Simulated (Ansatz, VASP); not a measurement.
**Two plane-wave programs on TiC (Khamrabaevite)**

The input INCAR:

```
SYSTEM = TiC
ALGO = Normal ; EDIFF = 1E-8
ENCUT = 520 ; GGA = PE
ISIF = 2 ; ISMEAR = -1
LASPH = .TRUE. ; LCHARG = .FALSE.
LEFG = .TRUE. ; LREAL = .FALSE.
LWAVE = .FALSE. ; NBANDS = 15
NELM = 80 ; PREC = Accurate
SIGMA = 0.02
```

KPOINTS

```
k-points
0
G
  17 17 17
  0 0 0
```

The input POSCAR:

```
TiC
1.0
    0.0000000000      2.1640000000      2.1640000000
    2.1640000000      0.0000000000      2.1640000000
    2.1640000000      2.1640000000      0.0000000000
Ti C
1 1
Direct
    0.0000000000      0.0000000000      0.0000000000
    0.5000000000      0.5000000000      0.5000000000
```

Input for Ansatz:

```yaml
crystal:
  lattice:
    - [0.0, 2.164, 2.164]
    - [2.164, 0.0, 2.164]
    - [2.164, 2.164, 0.0]
  atoms:
    - { symbol: Ti, position: [0.0, 0.0, 0.0] }
    - { symbol: C, position: [0.5, 0.5, 0.5] }
kpoints:
  mp_grid: { grid: [17, 17, 17] }
scf:
  occupations: { method: fermi_dirac, width: 0.02 }
hamiltonian:
  xc: pbe
  pseudopotentials: { kind: paw }
output:
  forces: true
  stress: true
  populations: true
  efg: { quadrupole_moments_barn: { Ti: 0.247 }, contact_densities: true }
```

Alike in both runs: task electric field gradients; functional PBE; k mesh 17 × 17 × 17; occupations fermi-dirac, width 0.02 eV; no spin polarisation.

```csv
,VASP,Ansatz
version,VASP 6.6.1,Ansatz 0.2.0
potentials or method,"VASP PAW PBE potentials, release 64 (Ti_sv, C)","plane-wave PAW, scalar-relativistic"
plane-wave cutoff (eV),520,420
valence electrons in the cell,16,16
```

```tsv
	VASP	Ansatz	Ansatz less VASP
pressure (GPa)	1.1	0.9	-0.21
Vzz of the field gradient on the site that differs most (V/Å²)	0.0	0.0	0.00
```
